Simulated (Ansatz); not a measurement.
## Ge: band structure with PBEsol

Ge:

```
CELL_PARAMETERS angstrom
1.48805 -2.59469 0.00000
1.48805 2.59469 0.00000
0.00000 0.00000 4.72760
ATOMIC_POSITIONS crystal
Ge 0.33345 0.66655 0.25000
Ge 0.66655 0.33345 0.75000
```

This isn't the form of Ge at room conditions, which is diamond.

```yaml
Program: Ansatz 0.2.0
Task: band structure
Functional: PBEsol
Potentials_or_basis: Ansatz PAW
Cutoff: "420 eV (not typed: the program's choice for these potentials)"
k_mesh: 7 × 7 × 5
Occupations: fermi-dirac, width 0.05 eV
Spin: spin-orbit coupling, no magnetisation
Path: "[[\"G\", \"X\", \"S\", \"R\", \"A\", \"Z\", \"G\", \"Y\", \"X1\", \"A1\", \"T\", \"Y\"], [\"Z\", \"T\"]]"
Points_for_each_segment_of_the_path: 14
```

The pressure is 0.4 GPa and the largest force is 0.003 eV/Å. The band gap on the k mesh is none (metal or under the smearing width).

Forces in eV/Å, atoms in the order of the input:
```
Ge   0.000 -0.003  0.000
Ge   0.000  0.003  0.000
```

Stress tensor (GPa, compression positive):
```
0.51 0.00 0.00
0.00 0.05 0.00
0.00 0.00 0.62
```

Levels at the corners of the path, in eV from the Fermi level:
```tsv
point	band 24	band 25	band 26	band 27	band 28	band 29	band 30	band 31	band 32	band 33
Γ	-7.54	-5.61	-5.61	6.44	6.44	6.73	6.73	8.49	8.49	8.81
X	-6.78	-4.13	-4.13	-0.14	-0.14	-0.02	-0.02	0.84	0.84	0.92
S	-7.18	-2.34	-2.34	-1.35	-1.35	-0.95	-0.95	1.35	1.35	2.37
R	-7.06	-5.01	-5.01	-5.01	-5.01	4.01	4.01	4.01	4.01	5.01
A	-5.95	-3.76	-3.76	-3.67	-3.67	-2.51	-2.51	-2.40	-2.40	6.62
Z	-11.76	1.80	1.80	1.80	1.80	7.57	7.57	7.57	7.57	7.89
Γ	-7.54	-5.61	-5.61	6.44	6.44	6.73	6.73	8.49	8.49	8.81
Y	-7.22	-2.38	-2.38	-1.37	-1.37	-1.01	-1.01	1.32	1.32	2.52
X1	-6.78	-4.13	-4.13	-0.14	-0.14	-0.02	-0.02	0.84	0.84	0.92
A1	-5.95	-3.76	-3.76	-3.67	-3.67	-2.51	-2.51	-2.40	-2.40	6.62
T	-7.13	-5.03	-5.03	-5.03	-5.03	4.17	4.17	4.17	4.17	5.03
Y	-7.22	-2.38	-2.38	-1.37	-1.37	-1.01	-1.01	1.32	1.32	2.52
Z	-11.76	1.80	1.80	1.80	1.80	7.57	7.57	7.57	7.57	7.89
T	-7.13	-5.03	-5.03	-5.03	-5.03	4.17	4.17	4.17	4.17	5.03
```

Run time: 31 s on 2 threads of Arm Neoverse V1, with other jobs on the host, peak memory 0.5 GiB.

Caveat: the PAW data sets come from PBE, with cores solved anew for the run's functional, which leaves a small shift of forces and pressure.
